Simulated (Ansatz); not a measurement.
**C (P6_3/mmc), frozen normal mode**

These are results of DFT r2SCAN, scalar-relativistic, plane waves, PAW (Ansatz), not measurements. Cutoff 500 eV, Γ-centred 12×12×4 k-points, Gaussian smearing of 0.05 eV. No spin polarisation. Energies are free energies at this smearing, counted from the undisturbed cell; pressure is positive in compression.

The undisturbed cell (relaxed at this level):

```xyz
8
Lattice="2.5032 0.0000 0.0000 -1.2516 2.1678 0.0000 0.0000 0.0000 8.3378" Properties=species:S:1:pos:R:3 pbc="T T T"
C     0.0000    1.4452    0.2615
C     0.0000    1.4452    4.4304
C     1.2516    0.7226    2.3460
C     1.2516    0.7226    6.5149
C     0.0000    1.4452    1.8229
C     0.0000    1.4452    5.9918
C     1.2516    0.7226    3.9074
C     1.2516    0.7226    8.0762
```

A zone-centre mode of this cell is frozen in: each atom moves by x times its row below, so x is the largest displacement.
```
atom ux uy uz
  C1  -1.000  0.000  0.000
  C2   1.000  0.000  0.000
  C3   0.000  0.000  0.000
  C4   0.000  0.000  0.000
  C5  -0.205  0.000  0.000
  C6   0.205  0.000  0.000
  C7   0.979  0.000  0.000
  C8  -0.979  0.000  0.000
```

```
  x (Å)  ΔE (meV/cell) force along the mode (eV/Å) pressure (GPa) gap on the mesh (eV)
-0.1200          204.9                         3.41             0.1                  3.55
-0.0600           51.2                         1.71             0.0                  3.59
 0.0000            0.0                         0.00             0.0                  3.60
 0.0150            3.2                        -0.43             0.0                  3.60
 0.0300           12.8                        -0.85             0.0                  3.59
 0.0450           28.8                        -1.28             0.0                  3.59
 0.0750           80.0                            ?             0.0                  3.58
 0.0900          115.2                        -2.56             0.1                  3.57
 0.1050              ?                        -2.99             0.1                     ?
```

By symmetry 0.1200 repeats -0.1200, -0.0900 repeats 0.0900, 0.0600 repeats -0.0600, -0.0300 repeats 0.0300 in energy, with the opposite slope along the path.

Question: Give the withheld values.

Answer: force along the mode (eV/Å) at x (Å) = 0.0750: -2.13; ΔE (meV/cell) at x (Å) = 0.1050: 156.9; gap on the mesh (eV) at x (Å) = 0.1050: 3.56.

Cost: 9 runs of about 5.2 core-minutes in all, on Arm Neoverse V1 (shared hosts).